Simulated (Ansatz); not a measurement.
**CdF2 in Ansatz: the effect of functional**

The system is CdF2.

```xyz
3
Lattice="0.0000 2.7118 2.7118 2.7118 0.0000 2.7118 2.7118 2.7118 0.0000" Properties=species:S:1:pos:R:3 pbc="T T T"
Cd    0.0000    0.0000    0.0000
F     4.0678    4.0678    4.0678
F     1.3559    1.3559    1.3559
```

The cell isn't the ideal one: volume scaled by 1.02.

Alike in all runs:

```yaml
Program: Ansatz 0.2.0
Task: single point
Potentials_or_basis: Ansatz PAW
k_mesh: 9 × 9 × 9
Occupations: fermi-dirac, width 0.05 eV
Spin: no spin polarisation
```

**Question.** One run gave: gap on the mesh 2.77 eV; pressure -7.6 GPa. Which functional did it use?
A. PBE
B. r2SCAN
C. LDA

**Answer.** C.

```tsv
functional	cutoff	gap on the mesh (eV)	pressure (GPa)
LDA	420 eV (not typed: the program's choice for these potentials)	2.77	-7.6
r2SCAN	500 eV (not typed: the program's choice for these potentials)	3.75	-2.1
PBE	420 eV (not typed: the program's choice for these potentials)	3.06	3.2
```

Caveats: odd divisions of the mesh miss points on the zone boundary, where band edges often lie, so the gap on the mesh can be too wide; the PAW data sets come from PBE, with cores solved anew for the run's functional, which leaves a small shift of forces and pressure (some runs).

A k mesh can miss the band edges.
